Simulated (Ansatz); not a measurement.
Structures of AlCu: which is lowest?

Plane-wave DFT in Ansatz with scalar-relativistic PAW potentials, cutoff 420 eV, Γ-centred meshes chosen by cell and gap, Gaussian smearing with energies taken to zero width. Every cell was relaxed (cell and atoms) in a run of its own, within the symmetry of its start. Functional: PBEsol.

Relaxed structures (starts from databases or built by putting these elements on another compound's sites):
A. Pm-3m, 2 atoms in the computed cell, a = 2.956 Å; sites (symmetry × multiplicity) Al m-3m × 1, Cu m-3m × 1; start: database
B. P-6m2, 2 atoms in the computed cell, a = 2.754 Å, c = 4.028 Å; sites (symmetry × multiplicity) Al -6m2 × 1, Cu -6m2 × 1; start: built

Problem. Rank them by energy. Could pressure change the order?

Solution.
```tsv
structure	group	E − E(lowest) (meV/atom)	V (Å³/atom)	gap on mesh (eV)
A	Pm-3m	0.0	12.91	0.00
B	P-6m2	30	13.23	0.00
```

A is lowest, 30 meV/atom under B. The lowest is also the densest of these, so pressure wouldn't bring one of the others in at first order. Other structures may lie lower than all of these, and vibrations aren't counted.